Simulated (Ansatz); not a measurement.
# WSe2: the cost of one run

Method: DFT PBEsol+D3(BJ), scalar-relativistic, plane waves, PAW, in Ansatz 0.2.0.

## Step 1: Starting point

Symmetry: P-3m1, No. 164, trigonal system. Conventional cell: a = 3.318 Å, b = 3.318 Å, c = 24.069 Å, α = 90.00°, β = 90.00°, γ = 120.00°. Around W (site symmetry 3m) lie 6 Se at 2.54 Å. Around Se (site symmetry 3m) lie 3 W at 2.54 Å.

As a file:

```
CELL_PARAMETERS angstrom
3.31785 0.00000 0.00000
-1.65893 2.87335 0.00000
0.00000 0.00000 24.06852
ATOMIC_POSITIONS crystal
W 0.66667 0.33333 0.14154
W 0.33333 0.66667 0.85846
Se 0.33333 0.66667 0.21059
Se 0.66667 0.33333 0.92756
Se 0.33333 0.66667 0.07244
Se 0.66667 0.33333 0.78941
```

Source of the structure: the Materials Project (structure only).

(A quick probe on a coarse mesh, which set the mesh and smearing, is not shown.)

## Step 3: The relaxation

input.yaml

```yaml
crystal:
  lattice:
    - [3.317853269, 0.0, 0.0]
    - [-1.6589266345, 2.873345217, 0.0]
    - [0.0, 0.0, 24.06851927]
  atoms:
    - { symbol: W, position: [0.66666667, 0.33333333, 0.14153752] }
    - { symbol: W, position: [0.33333333, 0.66666667, 0.85846248] }
    - { symbol: Se, position: [0.33333333, 0.66666667, 0.21059449] }
    - { symbol: Se, position: [0.66666667, 0.33333333, 0.9275621] }
    - { symbol: Se, position: [0.33333333, 0.66666667, 0.0724379] }
    - { symbol: Se, position: [0.66666667, 0.33333333, 0.78940551] }
basis:
  ecutwfc: 420
kpoints:
  mp_grid: { grid: [12, 12, 2] }
hamiltonian:
  xc: pbesol
  dispersion: d3bj
scf:
  occupations: { method: gaussian, width: 0.02 }
output:
  forces: true
  stress: true
  eigenvalues: true
relax:
  adjacent_minimum: "off"
  f_tol: 0.005
  max_steps: 80
  cell: { stress_tol: 0.05 }
```

Command:

```console
> ansatz run input.yaml --threads 1 --pin off --max-ram 2560MiB --backend cpu --events-out ev --progress --plain --runs-dir out
```

**Question.** How long does this run take on 1 thread of Intel Xeon 6975P-C (Granite Rapids), shared host, and how much memory does it need?

About 8.9 min, with a peak of 0.73 GiB.
